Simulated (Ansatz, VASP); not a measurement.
# One calculation of MgI2, two programs

```
CELL_PARAMETERS angstrom
4.12733 0.00000 0.00000
-2.06366 3.57437 0.00000
0.00000 0.00000 6.83663
ATOMIC_POSITIONS crystal
Mg 0.00000 0.00000 0.00000
I 0.33333 0.66667 0.24516
I 0.66667 0.33333 0.75484
```

Alike in both runs: task single point; functional PBE; dispersion D3(BJ); k mesh 6 × 6 × 4; occupations gaussian, width 0.02 eV; no spin polarisation.

|  | VASP | Ansatz |
| --- | --- | --- |
| version | VASP 6.6.1 | Ansatz 0.2.0 |
| potentials or method | VASP PAW PBE potentials, release 64 (Mg, I) | scalar-relativistic, plane waves, PAW |
| plane-wave cutoff (eV) | 520 | 420 |
| valence electrons in the cell | 16 | 44 |

|  | VASP | Ansatz | Ansatz less VASP |
| --- | --- | --- | --- |
| gap on the k mesh at the Fermi level (eV) | 3.52 | 3.54 | +0.020 |
| least direct gap on the mesh (eV) | 3.74 | 3.76 | +0.018 |

The two sets of potentials don't hold the same shells in valence.

Caveats: spin-orbit coupling is left out, which moves the levels of the heavy elements. A k mesh can miss the band edges.
